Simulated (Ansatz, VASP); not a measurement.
# ZrC: VASP beside Ansatz

```
Zr C
1.0
    -0.01175    2.35021    2.35021
     2.35021   -0.01175    2.35021
     2.33846    2.33846    0.00000
Zr C
1 1
Direct
  0.50000 0.50000 0.50000
  0.00000 0.00000 0.00000
```

Change from the starting cell: xy shear strain of -1 %.

Alike in both runs: task single point; functional PBE; k mesh 15 × 15 × 15; occupations fermi-dirac, width 0.05 eV; no spin polarisation.

|  | VASP | Ansatz |
| --- | --- | --- |
| version | VASP 6.6.1 | Ansatz 0.2.0 |
| potentials or method | VASP PAW PBE potentials, release 64 (Zr_sv, C), cutoff 520 eV | all-electron LAPW, scalar-relativistic |

Ansatz gave:

```
pressure (GPa)                                  : 1.2
largest component of the traceless stress (GPa) : 1.54
```

**Question.** What did VASP give for the same quantities?

**Answer.** Pressure (GPa): 1.4; largest component of the traceless stress (GPa): 1.54.

Ansatz ran all-electron here, so the differences hold the error of VASP's frozen core and of both bases.
